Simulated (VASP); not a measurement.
# AlAs (F-43m) in VASP: a series of runs, part 2 of 2

VASP 6.6.1. Earlier steps stand in the parts before.

## 4. Equation of state, PBE, 22.22 Å³/atom (volume scaled by 0.98)

File INCAR:

```
  ALGO = Normal
  EDIFF = 1E-7
  ENCUT = 520
  GGA = PE
  ISIF = 2
  ISMEAR = -1
  LASPH = T
  LCHARG = F
  LREAL = F
  LWAVE = F
  NBANDS = 11
  NELM = 80
  PREC = Accurate
  SIGMA = 0.05
```

File KPOINTS:

```
k-points
0
Gamma
  8 8 8
```

File POSCAR:

```
AlAs
1.0
    0.0000000000      2.8114034545      2.8114034545
    2.8114034545      0.0000000000      2.8114034545
    2.8114034545      2.8114034545      0.0000000000
As Al
1 1
Direct
    0.7500000000      0.7500000000      0.7500000000
    0.0000000000      0.0000000000      0.0000000000
```

On the command line:

```console
$ cat potpaw_PBE.64/As/POTCAR potpaw_PBE.64/Al/POTCAR > POTCAR
$ mpirun -np 1 vasp_std > vasp.out
```

It took 14 s on 1 thread of Intel Xeon Platinum 8488C (Sapphire Rapids), shared host; peak memory 0.17 GiB.

The run converged. Its results:

| Item | Value |
| --- | --- |
| Free energy | -9.3531 eV |
| Pressure | 4.4 GPa |
| Band gap on the k mesh | 1.40 eV, indirect (least direct gap 2.22 eV) |

## 5. Equation of state, PBE, 23.13 Å³/atom (volume scaled by 1.02)

File INCAR:

```
SYSTEM = AlAs
ALGO = Normal
EDIFF = 1E-7
ENCUT = 520
GGA = PE
ISIF = 2
ISMEAR = -1
LASPH = .True.
LCHARG = .False.
LREAL = .False.
LWAVE = .False.
NBANDS = 11
NELM = 100
PREC = Accurate
SIGMA = 0.05
```

File KPOINTS:

```
k-points
0
Gamma
  8 8 8
  0 0 0
```

File POSCAR:

```
AlAs
1.0
    0.0000000000      2.8491449171      2.8491449171
    2.8491449171      0.0000000000      2.8491449171
    2.8491449171      2.8491449171      0.0000000000
As Al
1 1
Direct
    0.7500000000      0.7500000000      0.7500000000
    0.0000000000      0.0000000000      0.0000000000
```

On the command line:

```console
$ cat potpaw_PBE.64/As/POTCAR potpaw_PBE.64/Al/POTCAR > POTCAR
$ mpirun -np 1 vasp_std > vasp.out
```

Wall time 14 s (1 thread of Intel Xeon Platinum 8488C (Sapphire Rapids), shared host); peak memory 0.16 GiB.

Results (log left out):

```
Free energy            : -9.3848 eV
Pressure               : 1.3 GPa
Band gap on the k mesh : 1.47 eV, indirect (least direct gap 1.90 eV)
```

## 6. Equation of state, PBE, 23.58 Å³/atom (volume scaled by 1.04)

File INCAR:

```
SYSTEM = AlAs
PREC = Accurate ; ENCUT = 520
EDIFF = 1E-7 ; ISMEAR = -1
SIGMA = 0.05 ; LREAL = .FALSE.
LASPH = .TRUE. ; NELM = 60
ALGO = Normal ; ISIF = 2
LWAVE = .FALSE. ; LCHARG = .FALSE.
GGA = PE ; NBANDS = 11
```

File KPOINTS:

```
regular mesh
0
G
  8 8 8
  0 0 0
```

File POSCAR:

```
AlAs
1.0
    0.0000000000      2.8676463766      2.8676463766
    2.8676463766      0.0000000000      2.8676463766
    2.8676463766      2.8676463766      0.0000000000
As Al
1 1
Direct
    0.7500000000      0.7500000000      0.7500000000
    0.0000000000      0.0000000000      0.0000000000
```

Potentials or basis: VASP PAW PBE potentials, release 64 (As, Al).

On the command line:

```console
$ cat potpaw_PBE.64/As/POTCAR potpaw_PBE.64/Al/POTCAR > POTCAR
$ mpirun -np 1 vasp_std > vasp.out
```

It took 15 s on 1 thread of Intel Xeon Platinum 8488C (Sapphire Rapids), shared host; peak memory 0.17 GiB.

It converged, with:

| Quantity | Value |
| --- | --- |
| Free energy | -9.3881 eV |
| Pressure | -0.1 GPa |
| Band gap on the k mesh | 1.50 eV, indirect (least direct gap 1.75 eV) |

## 7. Equation of state, PBE, 24.04 Å³/atom (volume scaled by 1.06)

File INCAR:

```
PREC = Accurate ; ENCUT = 520
EDIFF = 1E-7 ; ISMEAR = -1
SIGMA = 0.05 ; LREAL = False
LASPH = True ; NELM = 80
ALGO = Normal ; ISIF = 2
LWAVE = False ; LCHARG = False
GGA = PE ; NBANDS = 11
```

File KPOINTS:

```
regular mesh
0
Gamma
  8 8 8
```

File POSCAR:

```
AlAs
1.0
    0.0000000000      2.8859121326      2.8859121326
    2.8859121326      0.0000000000      2.8859121326
    2.8859121326      2.8859121326      0.0000000000
As Al
1 1
Direct
    0.7500000000      0.7500000000      0.7500000000
    0.0000000000      0.0000000000      0.0000000000
```

On the command line:

```console
$ cat potpaw_PBE.64/As/POTCAR potpaw_PBE.64/Al/POTCAR > POTCAR
$ mpirun -np 1 vasp_std > vasp.out
```

It took 17 s on 1 thread of Intel Xeon Platinum 8488C (Sapphire Rapids), shared host; peak memory 0.17 GiB.

It converged, with:

```yaml
Free_energy: -9.3841 eV
Pressure: -1.3 GPa
Band_gap_on_the_k_mesh: 1.53 eV, indirect (least direct gap 1.61 eV)
```

## 8. Equation of state, PBE

This step only gathers the single runs of the series.

Results:

| Quantity | Value |
| --- | --- |
| Equilibrium volume | 23.55 Å³/atom |
| Bulk modulus | 67 GPa |
| Pressure derivative of the bulk modulus | 4.3 |

Energy against volume, from the lowest point:
```csv
volume (Å³/atom),energy (meV/atom)
21.314,53.23
21.768,32.62
22.221,17.49
22.675,7.33
23.128,1.64
23.582,0.00
24.035,2.00
```

PBE usually gives volumes a little too large and moduli too small. Zero-point motion and thermal expansion aren't in these numbers.

## 9. Equation of state, PBEsol, 21.31 Å³/atom (volume scaled by 0.94)

File INCAR:

```
SYSTEM = AlAs
  PREC = Accurate
  ENCUT = 520
  EDIFF = 1E-7
  ISMEAR = -1
  SIGMA = 0.05
  LREAL = .FALSE.
  LASPH = .TRUE.
  NELM = 60
  ALGO = Normal
  ISIF = 2
  LWAVE = .FALSE.
  LCHARG = .FALSE.
  GGA = PS
  NBANDS = 11
```

File KPOINTS:

```
regular mesh
0
G
  8 8 8
  0 0 0
```

File POSCAR:

```
AlAs
1.0
    0.0000000000      2.7726205221      2.7726205221
    2.7726205221      0.0000000000      2.7726205221
    2.7726205221      2.7726205221      0.0000000000
As Al
1 1
Direct
    0.7500000000      0.7500000000      0.7500000000
    0.0000000000      0.0000000000      0.0000000000
```

Potentials or basis: VASP PAW PBE potentials, release 64 (As, Al).

On the command line:

```console
$ cat potpaw_PBE.64/As/POTCAR potpaw_PBE.64/Al/POTCAR > POTCAR
$ mpirun -np 1 vasp_std > vasp.out
```

Wall time 9.6 s (1 thread of Intel Xeon 6975P-C (Granite Rapids), shared host); peak memory 0.17 GiB.

Results (log left out):

```yaml
Free_energy: -10.0066 eV
Pressure: 6.2 GPa
Band_gap_on_the_k_mesh: 1.21 eV, indirect (least direct gap 2.47 eV)
```

Caveat: the PAW data sets were made with another functional, which shifts forces and pressure a little.

## 10. Equation of state, PBEsol, 21.77 Å³/atom (volume scaled by 0.96)

INCAR is that of step 9.

KPOINTS is that of step 9.

File POSCAR:

```
AlAs
1.0
    0.0000000000      2.7921466621      2.7921466621
    2.7921466621      0.0000000000      2.7921466621
    2.7921466621      2.7921466621      0.0000000000
As Al
1 1
Direct
    0.7500000000      0.7500000000      0.7500000000
    0.0000000000      0.0000000000      0.0000000000
```

On the command line:

```console
$ cat potpaw_PBE.64/As/POTCAR potpaw_PBE.64/Al/POTCAR > POTCAR
$ mpirun -np 1 vasp_std > vasp.out
```

Run time: 9.6 s. Hardware: 1 thread of Intel Xeon 6975P-C (Granite Rapids), shared host; peak memory 0.16 GiB.

The run converged. Its results:

```
Free energy            : -10.0358 eV
Pressure               : 4.2 GPa
Band gap on the k mesh : 1.25 eV, indirect (least direct gap 2.30 eV)
```

Caveat: the PAW data sets were made with another functional, which shifts forces and pressure a little.

## 11. Equation of state, PBEsol, 22.22 Å³/atom (volume scaled by 0.98)

INCAR is that of step 10.

KPOINTS is that of step 10.

File POSCAR:

```
AlAs
1.0
    0.0000000000      2.8114034545      2.8114034545
    2.8114034545      0.0000000000      2.8114034545
    2.8114034545      2.8114034545      0.0000000000
As Al
1 1
Direct
    0.7500000000      0.7500000000      0.7500000000
    0.0000000000      0.0000000000      0.0000000000
```

On the command line:

```console
$ cat potpaw_PBE.64/As/POTCAR potpaw_PBE.64/Al/POTCAR > POTCAR
$ mpirun -np 1 vasp_std > vasp.out
```

Run time: 8.6 s. Hardware: 1 thread of Intel Xeon 6975P-C (Granite Rapids), shared host; peak memory 0.16 GiB.

Results (log left out):

```
Free energy            : -10.0545 eV
Pressure               : 2.4 GPa
Band gap on the k mesh : 1.28 eV, indirect (least direct gap 2.14 eV)
```

Caveat: the PAW data sets were made with another functional, which shifts forces and pressure a little.

## 12. Equation of state, PBEsol, 23.13 Å³/atom (volume scaled by 1.02)

INCAR is that of step 11.

KPOINTS is that of step 11.

File POSCAR:

```
AlAs
1.0
    0.0000000000      2.8491449171      2.8491449171
    2.8491449171      0.0000000000      2.8491449171
    2.8491449171      2.8491449171      0.0000000000
As Al
1 1
Direct
    0.7500000000      0.7500000000      0.7500000000
    0.0000000000      0.0000000000      0.0000000000
```

Potentials or basis: VASP PAW PBE potentials, release 64 (As, Al).

On the command line:

```console
$ cat potpaw_PBE.64/As/POTCAR potpaw_PBE.64/Al/POTCAR > POTCAR
$ mpirun -np 1 vasp_std > vasp.out
```

It took 8 s on 1 thread of Intel Xeon 6975P-C (Granite Rapids), shared host; peak memory 0.17 GiB.

The run converged. Its results:

```
Free energy            : -10.0641 eV
Pressure               : -0.6 GPa
Band gap on the k mesh : 1.35 eV, indirect (least direct gap 1.83 eV)
```

Caveat: the PAW data sets were made with another functional, which shifts forces and pressure a little.

## 13. Equation of state, PBEsol, 23.58 Å³/atom (volume scaled by 1.04)

INCAR is that of step 12.

KPOINTS is that of step 12.

File POSCAR:

```
AlAs
1.0
    0.0000000000      2.8676463766      2.8676463766
    2.8676463766      0.0000000000      2.8676463766
    2.8676463766      2.8676463766      0.0000000000
As Al
1 1
Direct
    0.7500000000      0.7500000000      0.7500000000
    0.0000000000      0.0000000000      0.0000000000
```

On the command line:

```console
$ cat potpaw_PBE.64/As/POTCAR potpaw_PBE.64/Al/POTCAR > POTCAR
$ mpirun -np 1 vasp_std > vasp.out
```

Wall time 10 s (1 thread of Intel Xeon 6975P-C (Granite Rapids), shared host); peak memory 0.17 GiB.

Results (log left out):

```
Free energy            : -10.0569 eV
Pressure               : -1.9 GPa
Band gap on the k mesh : 1.38 eV, indirect (least direct gap 1.68 eV)
```

Caveat: the PAW data sets were made with another functional, which shifts forces and pressure a little.

## 14. Equation of state, PBEsol, 24.04 Å³/atom (volume scaled by 1.06)

INCAR is that of step 13.

KPOINTS is that of step 13.

File POSCAR:

```
AlAs
1.0
    0.0000000000      2.8859121326      2.8859121326
    2.8859121326      0.0000000000      2.8859121326
    2.8859121326      2.8859121326      0.0000000000
As Al
1 1
Direct
    0.7500000000      0.7500000000      0.7500000000
    0.0000000000      0.0000000000      0.0000000000
```

On the command line:

```console
$ cat potpaw_PBE.64/As/POTCAR potpaw_PBE.64/Al/POTCAR > POTCAR
$ mpirun -np 1 vasp_std > vasp.out
```

Wall time 8.8 s (1 thread of Intel Xeon 6975P-C (Granite Rapids), shared host); peak memory 0.16 GiB.

Results (log left out):

```
Free energy            : -10.0427 eV
Pressure               : -3.1 GPa
Band gap on the k mesh : 1.41 eV, indirect (least direct gap 1.53 eV)
```

Caveat: the PAW data sets were made with another functional, which shifts forces and pressure a little.

## 15. Equation of state, PBEsol

Potentials or basis: VASP PAW PBE potentials, release 64 (As, Al).

This step only gathers the single runs of the series.

Results:

```yaml
Equilibrium_volume: 22.93 Å³/atom
Bulk_modulus: 72 GPa
Pressure_derivative_of_the_bulk_modulus: 4.3
```

Energy against volume, from the lowest point:
| volume (Å³/atom) | energy (meV/atom) |
| --- | --- |
| 21.314 | 28.76 |
| 21.768 | 14.15 |
| 22.221 | 4.82 |
| 22.675 | 0.26 |
| 23.128 | 0.00 |
| 23.582 | 3.60 |
| 24.035 | 10.69 |

Caveat: the PAW data sets were made with another functional, which shifts forces and pressure a little. Zero-point motion and thermal expansion aren't in these numbers.
